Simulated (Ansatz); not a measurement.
Hf: levels with and without spin–orbit coupling

```yaml
crystal:
  lattice:
    - [-1.80500, 1.80500, 1.80500]
    - [1.80500, -1.80500, 1.80500]
    - [1.80500, 1.80500, -1.80500]
  atoms:
    - { symbol: Hf, position: [0.00000, 0.00000, 0.00000] }
```

The geometry is COD entry 1522789, unchecked; take it as a test cell.

Levels of theory: DFT, PBE, all-electron LAPW, scalar-relativistic (Ansatz 0.2.0); DFT, PBE, all-electron LAPW, Dirac equation with spin-orbit coupling (Ansatz 0.2.0).

Numerical set-up: a Γ-centred 16×16×16 k mesh, Fermi–Dirac smearing of 0.08 eV, basis error target 1 meV/atom, no spin polarisation.

Levels between -8 and 2 eV, each run counted from its own valence-band top where it has a gap, else its Fermi level. Scalar levels are listed once for both spins; with the coupling every spinor state is counted. Levels near the edges of the range can cross them.

Q: At Γ (0.000, 0.000, 0.000) the scalar-relativistic levels are -6.87, 1.48 (×3). What are they with spin–orbit coupling?

A: -6.85 (×2), 1.37 (×4), 1.71 (×2).

Q: At P (0.250, 0.250, 0.250) the scalar-relativistic levels are -0.64 (×3). What are they with spin–orbit coupling?

A: -0.99 (×2), -0.48 (×4).
